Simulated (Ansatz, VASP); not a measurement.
Two plane-wave programs on TiAl

```
Ti Al
1.0
     3.15638    0.00000    0.00000
     0.00000    3.15638    0.00000
     0.00000    0.00000    3.15638
Ti Al
1 1
Direct
  0.00000 0.00000 0.00000
  0.50000 0.50000 0.50000
```

The cell comes from a database or a generator and needn't be the stable form of this composition.

Alike in both runs: task single point; functional PBEsol; k mesh 16 × 16 × 16; occupations gaussian, width 0.15 eV; no spin polarisation.

|  | VASP | Ansatz |
| --- | --- | --- |
| version | VASP 6.6.1 | Ansatz 0.2.0 |
| potentials or method | VASP PAW PBE potentials, release 64 (Ti_sv, Al) | scalar-relativistic, plane waves, PAW |
| plane-wave cutoff (eV) | 520 | 520 |
| valence electrons in the cell | 15 | 15 |

VASP gave:

```
gap on the k mesh at the Fermi level (eV) : none
pressure (GPa)                            : 0.1
```

Task: What did Ansatz give for the same quantities?

Result: gap on the k mesh at the Fermi level (eV): none; pressure (GPa): 0.0.

A gap of «none» marks a metal or a gap that the smearing closes. With one functional, cell and mesh, what is left measures potentials, basis and numerics.

Caveats: the PAW data sets were made with another functional, which shifts forces and pressure a little (VASP).
